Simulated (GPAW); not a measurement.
# MgB2 (P6/mmm) in GPAW: further runs

One crystal, MgB2, is run at these levels: BLYP, revPBE, PBEsol, PBE; tasks: band structure.

All numbers are computed with GPAW 26.7.0; they aren't measurements. Logs are shortened: lines on timing, memory, paths and dates and some standing lists are left out, and cuts for length are marked. The log counts tension as positive stress, the text compression.

**1. The structure**

Symmetry: P6/mmm, No. 191, hexagonal system. Conventional cell: a = 3.085 Å, b = 3.085 Å, c = 3.523 Å, α = 90.00°, β = 90.00°, γ = 120.00°. Mg (site symmetry 6/mmm) has 12 B at 2.51 Å as nearest neighbours. B (site symmetry -6m2) has 3 B at 1.78 Å as nearest neighbours.

**2. Band structure, BLYP**

run.py

```python
from ase.dft.bandgap import bandgap
from ase.io import read, write
from ase.units import GPa
from gpaw import GPAW, PW, setup_paths

setup_paths.insert(0, '.')

atoms = read('MgB2.xyz')

calc = GPAW(mode=PW(800),
            xc='BLYP',
            kpts={'size': (10, 10, 8), 'gamma': True},
            occupations={'name': 'fermi-dirac', 'width': 0.05},
            nbands=17,
            convergence={'density': 1e-05, 'energy': 1e-05},
            eigensolver='davidson',
            maxiter=150,
            txt='gpaw.txt')
atoms.calc = calc
energy = atoms.get_potential_energy()
forces = atoms.get_forces()
stress = atoms.get_stress()
calc.write('gs.gpw')
write('result.traj', atoms)
print(f'Energy: {energy:.6f} eV')
print('Forces (eV/A):')
print(forces.round(4))
print('Stress (GPa):', (stress / GPa).round(3))
print('Fermi level:', round(calc.get_fermi_level(), 4), 'eV')
print(f'Gap: {bandgap(calc)[0]:.4f} eV, direct: {bandgap(calc, direct=True)[0]:.4f} eV')

path = atoms.cell.bandpath('GMKGALHA,LM,KH', npoints=100, eps=1e-4)
bs_calc = calc.fixed_density(kpts=path, symmetry='off', nbands=26,
                             convergence={'bands': 'CBM+6.0', 'eigenstates': 1e-6}, txt='bands.txt')
bs = bs_calc.band_structure()
bs.write('bs.json')
print(f'Gap on the path: {bandgap(bs_calc)[0]:.4f} eV')
```

MgB2.xyz

```xyz
3
Lattice="3.0850000000 0.0000000000 0.0000000000 -1.5425000000 2.6716883707 0.0000000000 0.0000000000 0.0000000000 3.5230000000" Properties=species:S:1:pos:R:3 pbc="T T T"
Mg     0.0000000000      0.0000000000      0.0000000000
B      1.5425000002      0.8905627901      1.7615000000
B     -0.0000000002      1.7811255806      1.7615000000
```

Potentials or basis: PAW data sets generated in the run's folder for this functional, pw.

Command:

```bash
> gpaw-setup -f BLYP B Mg
> OMP_NUM_THREADS=1 python run.py
```

gpaw.txt:

```text
__  _  _
 | _ |_)|_||  |
 |__||  | ||/\| - 26.7.0

Input parameters:
  mode=PW(ecut=800.0),
  convergence={'density': 1e-05, 'energy': 1e-05},
  eigensolver=Davidson(niter=2),
  kpts=MonkhorstPack(size=(10, 10, 8), gamma=True),
  maxiter=150,
  nbands=17,
  occupations=Occupations(name='fermi-dirac', width=0.05),
  xc=XC(name='BLYP')

Diagonalizing LCAO Hamiltonian
Converting LCAO to pw mode

         B  B

       Mg

Atoms  # Å, Bohr magnetons
|   | symbol |         x |        y |        z |    initial magnetic moments |
|---|--------|-----------|----------|----------|-----------------------------|
| 0 |     Mg |  0.000000 | 0.000000 | 0.000000 | ( 0.0000,  0.0000,  0.0000) |
| 1 |      B |  1.542500 | 0.890563 | 1.761500 | ( 0.0000,  0.0000,  0.0000) |
| 2 |      B | -0.000000 | 1.781126 | 1.761500 | ( 0.0000,  0.0000,  0.0000) |

Unit cell  # Å
| periodic |         x |        y |        z |  lengths |     angles |
|----------|-----------|----------|----------|----------|------------|
|      yes |  3.085000 | 0.000000 | 0.000000 | 3.085000 |  90.000000 |
|      yes | -1.542500 | 2.671688 | 0.000000 | 3.085000 |  90.000000 |
|      yes |  0.000000 | 0.000000 | 3.523000 | 3.523000 | 120.000000 |

Number of symmetries: 24
Symmetry operations  # r_c * U_cc + t_c -> r_c
|    | kind |            matrix            |
|----|------|------------------------------|
|  0 |  σ   |  1, 1, 0,  0,-1, 0,  0, 0, 1 |
|  1 |  C2  |  1, 1, 0,  0,-1, 0,  0, 0,-1 |
|  2 |  C6  |  1, 1, 0, -1, 0, 0,  0, 0, 1 |
|  3 |  S6  |  1, 1, 0, -1, 0, 0,  0, 0,-1 |
|  4 |  E   |  1, 0, 0,  0, 1, 0,  0, 0, 1 |
|  5 |  σ   |  1, 0, 0,  0, 1, 0,  0, 0,-1 |
|  6 |  σ   |  1, 0, 0, -1,-1, 0,  0, 0, 1 |
|  7 |  C2  |  1, 0, 0, -1,-1, 0,  0, 0,-1 |
|  8 |  σ   |  0, 1, 0,  1, 0, 0,  0, 0, 1 |
|  9 |  C2  |  0, 1, 0,  1, 0, 0,  0, 0,-1 |
| 10 |  C3  |  0, 1, 0, -1,-1, 0,  0, 0, 1 |
| 11 |  S3  |  0, 1, 0, -1,-1, 0,  0, 0,-1 |
| 12 |  C6  |  0,-1, 0,  1, 1, 0,  0, 0, 1 |
| 13 |  S6  |  0,-1, 0,  1, 1, 0,  0, 0,-1 |
| 14 |  σ   |  0,-1, 0, -1, 0, 0,  0, 0, 1 |
| 15 |  C2  |  0,-1, 0, -1, 0, 0,  0, 0,-1 |
| 16 |  σ   | -1, 0, 0,  1, 1, 0,  0, 0, 1 |
| 17 |  C2  | -1, 0, 0,  1, 1, 0,  0, 0,-1 |
| 18 |  C2  | -1, 0, 0,  0,-1, 0,  0, 0, 1 |
| 19 |  i   | -1, 0, 0,  0,-1, 0,  0, 0,-1 |
| 20 |  C3  | -1,-1, 0,  1, 0, 0,  0, 0, 1 |
| 21 |  S3  | -1,-1, 0,  1, 0, 0,  0, 0,-1 |
| 22 |  σ   | -1,-1, 0,  0, 1, 0,  0, 0, 1 |
| 23 |  C2  | -1,-1, 0,  0, 1, 0,  0, 0,-1 |

BZ-sampling:
  Number of BZ points: 800
  Number of IBZ points: 70

  Monkhorst-Pack size: [10, 10, 8]
  Monkhorst-Pack shift: [0.05, 0.05, 0.0625]

K-points  # in reciprocal-cell coordinates
|     |                                coordinates |     weight |
|-----|--------------------------------------------|------------|
|   0 | (  0.00000000,   0.00000000,   0.00000000) | 0.00125000 |
|   1 | (  0.00000000,   0.00000000,   0.12500000) | 0.00250000 |
|   2 | (  0.00000000,   0.00000000,   0.25000000) | 0.00250000 |
|   3 | (  0.00000000,   0.00000000,   0.37500000) | 0.00250000 |
|   4 | (  0.00000000,   0.00000000,   0.50000000) | 0.00125000 |
|   5 | (  0.10000000,   0.00000000,   0.00000000) | 0.00750000 |
|   6 | (  0.10000000,   0.00000000,   0.12500000) | 0.01500000 |
|   7 | (  0.10000000,   0.00000000,   0.25000000) | 0.01500000 |
|   8 | (  0.10000000,   0.00000000,   0.37500000) | 0.01500000 |
|   9 | (  0.10000000,   0.00000000,   0.50000000) | 0.00750000 |
| ... |                                            |            |
|  69 | (  0.50000000,   0.50000000,   0.50000000) | 0.00375000 |

Plane wave coefficients: 1509
Cutoff: 800.0 eV

Spin-components: 1 (collinear spins)
Bands:           17
Projectors:      15
Spin-degeneracy: 2
Datatype:        complex128

Parallelization:
  kpt:    1
  domain: 1
  band:   1

Density:
  Valence electrons: 16.0
  Components: 1
  Grid points: [21 21 24]
  Charge: 0.0  # |e|

Potential:
  Grid points: [21 21 24]

species:
  Mg:
    name:    Magnesium
    Z:       12.0
    valence: 10
    core:    2
    charge:  0.0  # [|e|]
    compensation charges:
      type: gauss
      rc: 0.33  # [Å]
      lmax: 2
    cutoffs:
      filter: 1.86  # [Å]
      core: 0.54  # [Å]
    projectors
    | kind |    occ | energy [eV] | rcut [Å] |
    |------|--------|-------------|----------|
    |   2s |  2.000 |     -79.573 |    1.090 |
    |   3s |  2.000 |      -4.573 |    1.090 |
    |   2p |  6.000 |     -46.530 |    1.085 |
    |   3p |  0.000 |      -1.198 |    1.085 |
    |    d |        |       0.000 |    1.037 |

    Using partial waves for Mg as LCAO basis

  B:
    name:    Boron
    Z:       5.0
    valence: 3
    core:    2
    charge:  0.0  # [|e|]
    compensation charges:
      type: gauss
      rc: 0.20  # [Å]
      lmax: 2
    cutoffs:
      filter: 1.14  # [Å]
      core: 1.38  # [Å]
    projectors
    | kind |    occ | energy [eV] | rcut [Å] |
    |------|--------|-------------|----------|
    |   2s |  2.000 |      -9.302 |    0.635 |
    |   2p |  1.000 |      -3.537 |    0.635 |
    |    s |        |      17.909 |    0.635 |
    |    p |        |      23.675 |    0.635 |
    |    d |        |       0.000 |    0.635 |

    Using partial waves for B as LCAO basis

Reference energy: -6794.644082  # eV

eigensolver:
  Davidson
  Converge bands: occupied
  niter=2

density mixing:
  MSR1-Mixer
  Pratt-step length: 0.05
  Maximum mixing coefficient: 0.75
  Old densities: 10
  SVD Regularization: 0.005
  Good broyden scale: 1.0
  Trust region scale: 1.0
  Backstep threshold: 4.0
  History deletion threshold: 6.0
  Fourier metric: weight=20.0, sigma=0.015

occupation numbers:
  Fermi-Dirac:
    width: 0.0500  # eV

poisson solver:
  ecut: 6400.0  # eV

xc functional:
  name: BLYP with 2 nearest neighbor stencil

convergence criteria:
- Maximum integral of absolute [dens]ity change: 1e-05 electrons / valence electron
- Maximum [total energy] change in last 3 cyles: 1e-05 eV / valence electron
- Maximum integral of absolute [eigenst]ate change: 4e-08 eV^2 / valence electron
maximum number of iterations: 150

SCF iterations
|iter     | |      energy | eigst |  dens |
|---------|-|-------------|-------|-------|
|iter:   1| |  -15.026443 | +0.00 |       |
|iter:   2| |  -14.717339 | -1.13 | -0.91 |
|iter:   3| |  -13.305774 | -1.22 | -0.95 |
|iter:   4| |  -13.305260 | -3.25 | -1.74 |
|iter:   5| |  -13.309010 | -3.65 | -2.03 |
|iter:   6| |  -13.309004 | -5.12 | -3.08 |
|iter:   7| |  -13.309010c| -6.20 | -3.60 |
|iter:   8| |  -13.309010c| -7.50c| -4.26 |
|iter:   9| |  -13.309010c| -8.69c| -4.95 |
|iter:  10| |  -13.309010c| -9.51c| -5.48c|

Converged in 10 steps
Energy contributions relative to reference atoms: (reference = -6794.644082)

Energy contributions:
  Kinetic:          10.720684
  Coulomb:          -6.447346
  Zero:             -0.071663
  External:          0.000000
  Xc:              -17.507724
  Entropy:          -0.005922
  Spinorbit:         0.000000
  ----------------------------
  Free energy:     -13.311971
  Extrapolated:    -13.309010

dipole moment: (-2.224845, -3.853544, -5.081445)  # |e|*Ang

Fermi level: 7.702
Eigenvalues  # (at kpt = [0.000, 0.000, 0.000])
| band index |      eig [eV] | occ [0-2] |
|------------|---------------|-----------|
|          0 |       -68.078 |     2.000 |
|          1 |       -35.040 |     2.000 |
|          2 |       -35.040 |     2.000 |
|          3 |       -35.018 |     2.000 |
|          4 |        -4.626 |     2.000 |
|          5 |         4.773 |     2.000 |
|          6 |         7.958 |     0.012 |
|          7 |         7.958 |     0.012 |
|          8 |         9.514 |     0.000 |
|          9 |        14.056 |     0.000 |
|         10 |        14.056 |     0.000 |
|         11 |        15.769 |     0.000 |
|         12 |        17.484 |     0.000 |
|         13 |        20.666 |     0.000 |
|        ... |               |           |
|         16 |        27.469 |     0.000 |

No gap
No difference between direct/indirect transitions

Forces  # eV/Ang
|        x |        y |       z |
|----------|----------|---------|
|  0.00000 |  0.00000 | 0.00000 |  # Mg   0
|  0.00000 | -0.00000 | 0.00000 |  # B    1
| -0.00000 |  0.00000 | 0.00000 |  # B    2

Stress tensor  # eV/Ang^3
|         x |         y |         z |
|-----------|-----------|-----------|
| -0.002564 | -0.000000 |  0.000000 |
| -0.000000 | -0.002564 |  0.000000 |
|  0.000000 |  0.000000 | -0.007216 |

# Writing to gs.gpw (mode='')
```

bands.txt:

```text
Diagonalizing LCAO Hamiltonian
Converting LCAO to pw mode
convergence criteria:
- Maximum integral of absolute [eigenst]ate change: 1e-06 eV^2 / valence electron
maximum number of iterations: 150

SCF iterations
|iter     | |      energy | eigst |  dens |
|---------|-|-------------|-------|-------|
|iter:   1| |             | +0.02 |       |
[... 107 lines left out ...]
         [0.33333333, 0.33333333, 0.15      ],
         [0.33333333, 0.33333333, 0.2       ],
         [0.33333333, 0.33333333, 0.25      ],
         [0.33333333, 0.33333333, 0.3       ],
         [0.33333333, 0.33333333, 0.35      ],
         [0.33333333, 0.33333333, 0.4       ],
         [0.33333333, 0.33333333, 0.45      ],
         [0.33333333, 0.33333333, 0.5       ]])),
  maxiter=150,
  nbands=26,
  occupations=Occupations(name='fermi-dirac', width=0.05),
  symmetry=Symmetry(point_group=False, time_reversal=False),
  xc=XC(name='BLYP')
```

Wall time 67 s (1 thread of Arm Neoverse V1, shared host); peak memory 0.3 GiB.

What came out:

```
Free energy             : -13.3120 eV
Pressure                : 0.7 GPa
Band gap along the path : none (metal or under the smearing width)
```

Levels at the corners of the path, in eV from the Fermi level:
| point | band 5 | band 6 | band 7 | band 8 | band 9 | band 10 | band 11 |
| --- | --- | --- | --- | --- | --- | --- | --- |
| Γ | -12.33 | -2.93 | 0.26 | 0.26 | 1.81 | 6.35 | 6.35 |
| M | -8.50 | -7.75 | -2.21 | 0.18 | 3.06 | 4.06 | 5.46 |
| K | -7.25 | -7.25 | -5.74 | 1.76 | 1.76 | 6.30 | 6.30 |
| Γ | -12.33 | -2.93 | 0.26 | 0.26 | 1.81 | 6.35 | 6.35 |
| A | -11.07 | -7.33 | 0.61 | 0.61 | 6.70 | 6.70 | 7.90 |
| L | -7.57 | -6.85 | -3.47 | -1.93 | -1.22 | 5.82 | 8.74 |
| H | -6.39 | -6.39 | -5.07 | -1.93 | -1.93 | 3.60 | 11.76 |
| A | -11.07 | -7.33 | 0.61 | 0.61 | 6.70 | 6.70 | 7.90 |
| L | -7.57 | -6.85 | -3.47 | -1.93 | -1.22 | 5.82 | 8.74 |
| M | -8.50 | -7.75 | -2.21 | 0.18 | 3.06 | 4.06 | 5.46 |
| K | -7.25 | -7.25 | -5.74 | 1.76 | 1.76 | 6.30 | 6.30 |
| H | -6.39 | -6.39 | -5.07 | -1.93 | -1.93 | 3.60 | 11.76 |

**3. Band structure, revPBE**

run.py: that of step 2 with these lines changed.

```diff
@@ -2,6 +2,5 @@
 from ase.io import read, write
-from ase.units import GPa
-from gpaw import GPAW, PW, setup_paths
-
-setup_paths.insert(0, '.')
+from ase.units import Bohr, GPa
+from gpaw import GPAW, PW
+from gpaw.elf import elf_from_dft_calculation
 
@@ -10,3 +9,3 @@
 calc = GPAW(mode=PW(800),
-            xc='BLYP',
+            xc='revPBE',
             kpts={'size': (10, 10, 8), 'gamma': True},
@@ -15,3 +14,2 @@
             convergence={'density': 1e-05, 'energy': 1e-05},
-            eigensolver='davidson',
             maxiter=150,
@@ -31,3 +29,8 @@
 
-path = atoms.cell.bandpath('GMKGALHA,LM,KH', npoints=100, eps=1e-4)
+# fields on the real-space grid
+write('density.cube', atoms, data=calc.get_pseudo_density() * Bohr**3)
+write('potential.cube', atoms, data=calc.get_electrostatic_potential())
+write('elf.cube', atoms, data=elf_from_dft_calculation(calc).data)
+
+path = atoms.cell.bandpath('GMKGALHA,LM,KH', npoints=60, eps=1e-4)
 bs_calc = calc.fixed_density(kpts=path, symmetry='off', nbands=26,
```

MgB2.xyz is that of step 2.

Potentials or basis: the program's PAW data sets (release 1.2.1) made for this functional, pw.

Command:

```bash
> OMP_NUM_THREADS=1 python run.py
```

gpaw.txt:

```text
__  _  _
 | _ |_)|_||  |
 |__||  | ||/\| - 26.7.0

Input parameters:
  mode=PW(ecut=800.0),
  convergence={'density': 1e-05, 'energy': 1e-05},
  kpts=MonkhorstPack(size=(10, 10, 8), gamma=True),
  maxiter=150,
  nbands=17,
  occupations=Occupations(name='fermi-dirac', width=0.05),
  xc=XC(name='revPBE')

Diagonalizing LCAO Hamiltonian
Converting LCAO to pw mode

         B  B

       Mg

Atoms  # Å, Bohr magnetons
|   | symbol |         x |        y |        z |    initial magnetic moments |
|---|--------|-----------|----------|----------|-----------------------------|
| 0 |     Mg |  0.000000 | 0.000000 | 0.000000 | ( 0.0000,  0.0000,  0.0000) |
| 1 |      B |  1.542500 | 0.890563 | 1.761500 | ( 0.0000,  0.0000,  0.0000) |
| 2 |      B | -0.000000 | 1.781126 | 1.761500 | ( 0.0000,  0.0000,  0.0000) |

Unit cell  # Å
| periodic |         x |        y |        z |  lengths |     angles |
|----------|-----------|----------|----------|----------|------------|
|      yes |  3.085000 | 0.000000 | 0.000000 | 3.085000 |  90.000000 |
|      yes | -1.542500 | 2.671688 | 0.000000 | 3.085000 |  90.000000 |
|      yes |  0.000000 | 0.000000 | 3.523000 | 3.523000 | 120.000000 |

Number of symmetries: 24
Symmetry operations  # r_c * U_cc + t_c -> r_c
|    | kind |            matrix            |
|----|------|------------------------------|
|  0 |  σ   |  1, 1, 0,  0,-1, 0,  0, 0, 1 |
|  1 |  C2  |  1, 1, 0,  0,-1, 0,  0, 0,-1 |
|  2 |  C6  |  1, 1, 0, -1, 0, 0,  0, 0, 1 |
|  3 |  S6  |  1, 1, 0, -1, 0, 0,  0, 0,-1 |
|  4 |  E   |  1, 0, 0,  0, 1, 0,  0, 0, 1 |
|  5 |  σ   |  1, 0, 0,  0, 1, 0,  0, 0,-1 |
|  6 |  σ   |  1, 0, 0, -1,-1, 0,  0, 0, 1 |
|  7 |  C2  |  1, 0, 0, -1,-1, 0,  0, 0,-1 |
|  8 |  σ   |  0, 1, 0,  1, 0, 0,  0, 0, 1 |
|  9 |  C2  |  0, 1, 0,  1, 0, 0,  0, 0,-1 |
| 10 |  C3  |  0, 1, 0, -1,-1, 0,  0, 0, 1 |
| 11 |  S3  |  0, 1, 0, -1,-1, 0,  0, 0,-1 |
| 12 |  C6  |  0,-1, 0,  1, 1, 0,  0, 0, 1 |
| 13 |  S6  |  0,-1, 0,  1, 1, 0,  0, 0,-1 |
| 14 |  σ   |  0,-1, 0, -1, 0, 0,  0, 0, 1 |
| 15 |  C2  |  0,-1, 0, -1, 0, 0,  0, 0,-1 |
| 16 |  σ   | -1, 0, 0,  1, 1, 0,  0, 0, 1 |
| 17 |  C2  | -1, 0, 0,  1, 1, 0,  0, 0,-1 |
| 18 |  C2  | -1, 0, 0,  0,-1, 0,  0, 0, 1 |
| 19 |  i   | -1, 0, 0,  0,-1, 0,  0, 0,-1 |
| 20 |  C3  | -1,-1, 0,  1, 0, 0,  0, 0, 1 |
| 21 |  S3  | -1,-1, 0,  1, 0, 0,  0, 0,-1 |
| 22 |  σ   | -1,-1, 0,  0, 1, 0,  0, 0, 1 |
| 23 |  C2  | -1,-1, 0,  0, 1, 0,  0, 0,-1 |

BZ-sampling:
  Number of BZ points: 800
  Number of IBZ points: 70

  Monkhorst-Pack size: [10, 10, 8]
  Monkhorst-Pack shift: [0.05, 0.05, 0.0625]

K-points  # in reciprocal-cell coordinates
|     |                                coordinates |     weight |
|-----|--------------------------------------------|------------|
[... 82 lines left out ...]

    Using partial waves for B as LCAO basis

Reference energy: -6793.093207  # eV

eigensolver:
  PPCG
  Converge bands: occupied
  niter=2

density mixing:
  MSR1-Mixer
  Pratt-step length: 0.05
  Maximum mixing coefficient: 0.75
  Old densities: 10
  SVD Regularization: 0.005
  Good broyden scale: 1.0
  Trust region scale: 1.0
  Backstep threshold: 4.0
  History deletion threshold: 6.0
  Fourier metric: weight=20.0, sigma=0.015

occupation numbers:
  Fermi-Dirac:
    width: 0.0500  # eV

poisson solver:
  ecut: 6400.0  # eV

xc functional:
  name: revPBE with 2 nearest neighbor stencil

convergence criteria:
- Maximum integral of absolute [dens]ity change: 1e-05 electrons / valence electron
- Maximum [total energy] change in last 3 cyles: 1e-05 eV / valence electron
- Maximum integral of absolute [eigenst]ate change: 4e-08 eV^2 / valence electron
maximum number of iterations: 150

SCF iterations
|iter     | |      energy | eigst |  dens |
|---------|-|-------------|-------|-------|
|iter:   1| |  -15.944720 | +0.16 |       |
|iter:   2| |  -15.689278 | -2.20 | -0.95 |
|iter:   3| |  -14.565121 | -1.24 | -0.99 |
|iter:   4| |  -14.564243 | -3.15 | -1.78 |
|iter:   5| |  -14.566166 | -3.74 | -2.10 |
|iter:   6| |  -14.566201 | -5.40 | -3.09 |
|iter:   7| |  -14.566200c| -5.89 | -3.69 |
|iter:   8| |  -14.566200c| -8.19c| -4.66 |
|iter:   9| |  -14.566200c| -8.08c| -5.08c|

Converged in 9 steps
Energy contributions relative to reference atoms: (reference = -6793.093207)

Energy contributions:
  Kinetic:          11.342824
  Coulomb:          -7.324430
  Zero:              0.004581
  External:          0.000000
  Xc:              -18.586133
  Entropy:          -0.006082
  Spinorbit:         0.000000
  ----------------------------
  Free energy:     -14.569241
  Extrapolated:    -14.566200

dipole moment: (-2.205724, -3.820426, -5.037773)  # |e|*Ang

Fermi level: 7.343
Eigenvalues  # (at kpt = [0.000, 0.000, 0.000])
| band index |      eig [eV] | occ [0-2] |
|------------|---------------|-----------|
|          0 |       -68.117 |     2.000 |
|          1 |       -34.753 |     2.000 |
|          2 |       -34.753 |     2.000 |
|          3 |       -34.737 |     2.000 |
|          4 |        -5.145 |     2.000 |
|          5 |         4.367 |     2.000 |
|          6 |         7.672 |     0.003 |
|          7 |         7.672 |     0.003 |
|          8 |         8.976 |     0.000 |
|          9 |        13.616 |     0.000 |
|         10 |        13.616 |     0.000 |
|         11 |        15.335 |     0.000 |
|         12 |        17.291 |     0.000 |
|         13 |        20.060 |     0.000 |
|        ... |               |           |
|         16 |        26.511 |     0.000 |

No gap
No difference between direct/indirect transitions

Forces  # eV/Ang
|        x |        y |       z |
|----------|----------|---------|
| -0.00000 | -0.00000 | 0.00000 |  # Mg   0
| -0.00000 |  0.00000 | 0.00000 |  # B    1
|  0.00000 |  0.00000 | 0.00000 |  # B    2

Stress tensor  # eV/Ang^3
|         x |         y |         z |
|-----------|-----------|-----------|
| -0.010502 | -0.000000 |  0.000000 |
|  0.000000 | -0.010502 |  0.000000 |
|  0.000000 |  0.000000 | -0.008105 |

# Writing to gs.gpw (mode='')
```

stdout:

```text
Energy: -14.566200 eV
Forces (eV/A):
[[-0. -0.  0.]
 [-0.  0.  0.]
 [ 0.  0.  0.]]
Stress (GPa): [-1.683 -1.683 -1.299  0.     0.    -0.   ]
Fermi level: 7.343 eV
Gap: 0.0000 eV, direct: 0.0000 eV
Gap on the path: 0.0000 eV
```

Run time: 55 s. Hardware: 1 thread of Arm Neoverse V1, shared host; peak memory 0.26 GiB.

Results:

| Quantity | Value |
| --- | --- |
| Free energy | -14.5692 eV |
| Pressure | 1.6 GPa |
| Band gap along the path | none (metal or under the smearing width) |

Levels at the corners of the path, in eV from the Fermi level:
```csv
point,band 5,band 6,band 7,band 8,band 9,band 10,band 11
Γ,-12.49,-2.98,0.33,0.33,1.63,6.27,6.27
M,-8.61,-7.88,-2.21,0.17,3.04,3.82,5.29
K,-7.34,-7.34,-5.88,1.76,1.76,6.14,6.14
Γ,-12.49,-2.98,0.33,0.33,1.63,6.27,6.27
A,-11.22,-7.45,0.70,0.70,6.60,6.60,7.92
L,-7.65,-6.97,-3.60,-1.92,-1.31,5.63,8.85
H,-6.45,-6.45,-5.21,-2.05,-2.05,3.62,11.64
A,-11.22,-7.45,0.70,0.70,6.60,6.60,7.92
L,-7.65,-6.97,-3.60,-1.92,-1.31,5.63,8.85
M,-8.61,-7.88,-2.21,0.17,3.04,3.82,5.29
K,-7.34,-7.34,-5.88,1.76,1.76,6.14,6.14
H,-6.45,-6.45,-5.21,-2.05,-2.05,3.62,11.64
```

[end of part 1 of 2]
